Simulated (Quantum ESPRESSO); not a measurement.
Runs of Quantum ESPRESSO 7.5 on SrO. It takes space group Fm-3m (No. 225, cubic). The conventional cell has a = 5.133 Å, b = 5.133 Å, c = 5.133 Å, α = 90.00°, β = 90.00°, γ = 90.00°. Sr (site symmetry m-3m) is surrounded by 6 O at 2.57 Å. O (site symmetry m-3m) is surrounded by 6 Sr at 2.57 Å. 

| share of exact exchange | gap on the mesh (eV) |
| --- | --- |
| 0.05 | (b) |
| 0.15 | 5.03 |
| 0.35 | 6.69 |
| 0.1 | (a) |
| 0.5 | 7.96 |

Alike in all rows: task single point; level r2SCAN-X; potentials or basis SG15 PBE 1.2; no spin polarisation; cell as given; k mesh 4 × 4 × 4; cutoff (eV) 1197; smearing fixed; the mesh is coarse, so values aren't converged.

**Question.** Estimate the missing entries.

**Answer.** (a) 4.62; (b) 4.22.

Caveats: all runs use coarse meshes.

A k mesh can miss the band edges, and the runs leave out spin-orbit coupling on Sr.
